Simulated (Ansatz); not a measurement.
input.yaml (Ansatz 0.2.0):

```yaml
crystal:
  lattice:
    - [0.0, 3.06568598, 3.06568598]
    - [3.06568598, 0.0, 3.06568598]
    - [3.06568598, 3.06568598, 0.0]
  atoms:
    - { symbol: Ga, position: [0.0, 0.0, 0.0] }
    - { symbol: Sb, position: [0.75, 0.75, 0.75] }
basis:
  ecutwfc: 500
  ecutrho_ratio: 4
kpoints:
  mp_grid: { grid: [10, 10, 10] }
  band_path:
    path:
      - [[0.0, 0.0, 0.0], [-0.5, -0.5, 0.0], [-0.375, -0.375, 0.25]]
      - [[-0.375, 0.0, 0.375], [0.0, 0.0, 0.0], [0.0, 0.0, 0.5], [-0.5, -0.25, 0.25], [-0.5, -0.5, 0.0]]
    npoints: 14
hamiltonian:
  xc: r2scan
scf:
  occupations: { method: gaussian, width: 0.05 }
  n_extra_bands: 11
output:
  forces: true
  stress: true
  eigenvalues: true
  populations: true
  dos: { projected: true, de: 0.02, nscf_kmesh: { grid: [15, 15, 15] } }
  bader: true
  write_density: true
  write_potential: true
  elf: true
  volumetric_format: npy
```

Launched as:
```sh
ansatz run input.yaml --threads 4 --pin off --max-ram 7168MiB --backend cpu --events-out ev --progress --plain --runs-dir out
```

The chain of runs began from a cell as deposited in COD, expanded in volume. Of that entry: the entry's cell lengths or inner coordinates differ somewhat from later room-temperature determinations.

Problem. What will the run give?

Solution. Pressure 0.0 GPa, gap on the mesh 0.42 eV (r²SCAN, scalar-relativistic).

What the program printed, in part:

```
scf.n_extra_bands = 11 over 14 filled bands (N_el = 28.0): the run solves 25 bands
Pseudopotentials: kind: paw
Pseudopotential: Ga, paw, valence charge 13, recommended cutoff 500 eV (meta_gga), Ga.paw.azcp
Pseudopotential: Sb, paw, valence charge 15, recommended cutoff 500 eV (meta_gga), Sb.paw.azcp
Crystal: 2 atoms, lattice volume = 57.625 Å³
Basis set: ecut = 500 eV, 1459 PW (Γ), exchange–correlation on 128×128×128 points (64 copies of the dense FFT grid, shifted against one another)
Bands: 25, of which v1, the nominal top of the filled ones, is band 14 counted from 1 (13 counted from 0)
Symmetry: 24 space group operations
Space group: F-43m (ITA 216), of the structure as read, at distance tolerance 3.9e-5 Å
k-points: 47 of 1000 (time reversal used)
Initial density: superposition of atomic densities (neutral atoms: chi_scale 0, normalization atom), corrected by the library's trained network
Initial wavefunctions: pseudopotential atomic-orbital guess
Functional: x = r2scan, c = r2scan; τ floored in thin density (d = 2e-4 eV/Å³)
```

SCF trace (energy estimate counted from the last row):
```tsv
iteration	ΔE (eV)	density residual (eV)
1	0.007	1.47e-2
2	-4.5e-04	2.03e-3
3	2.2e-04	4.96e-4
4	0.000	1.35e-5
5	0.000	5.43e-7
6	0.000	1.62e-8
```

```
SCF 1 converged in 6 iterations: F = -10289.864712 eV  dr2 = 1.62e-8
NSCF: frozen V_eff on 86 k-points
NSCF: frozen V_eff on 120 k-points
SCF converged after 6 iterations
Free energy (F): -10289.864712 eV
E sigma→0 (E₀):  -10289.864712 eV
Fermi energy:    7.644943 eV
--- Per-component energies (eV) ---
  E_band       = -281.653883
  E_kinetic    = 321.379374
  E_local      = -3925.667806  (includes V_loc(G=0)·N_el)
  E_nonlocal   = 790.219611
  E_hartree    = 1808.563064
  E_xc         = -189.236305
  E_vxc        = -161.638706  (∫ρ·V_xc dr)
  E_paw        = -6606.495443  (= ΣΔE_a)
  E_vpaw       = -933.130435  (= ΣTr[D̂ρ^β])
  E_aug_tail   = -0.000045  (compensation charges beyond the density's cutoff)
  E_vtau       = 10.064124  (kinetic-family band-sum trace: ∫τ·v_τ [+ j·A + Jᵃ·Aᵃ] dr)
  E_ewald      = -2488.480129
  E_core_change = -0.147033  (= ΣΔE_core)
  E_smearing   =  0.000000  (= −TS)
--- Forces (eV/Å), atoms counted from 1 ---
  atom   1  Ga     0.00000000     0.00000000     0.00000000
  atom   2  Sb     0.00000000     0.00000000     0.00000000
--- Stress (GPa, compression-positive) ---
        0.023371       0.000000       0.000000
        0.000000       0.023371       0.000000
        0.000000       0.000000       0.023371
  P = ⅓ Tr σ = 0.0234 GPa (0.234 kbar)
--- Löwdin populations: 2 sites ---
  site symbol       q [e]
     0     Ga     13.2811
     1     Sb     14.6737
--- Bader charges: 2 sites ---
  site symbol  charge [e]  shift [e]
     0     Ga      0.3729     0.0007
     1     Sb     -0.3729     0.0007
  estimated error of the sums over rays = 2.9e-4 e
```

It ran for 19 s on 4 threads of Arm Neoverse V2, with other jobs on the host, peak memory 0.56 GiB.

Absolute energies hang on the potentials; compare differences alone.

No spin–orbit coupling, a notable omission for heavy elements.
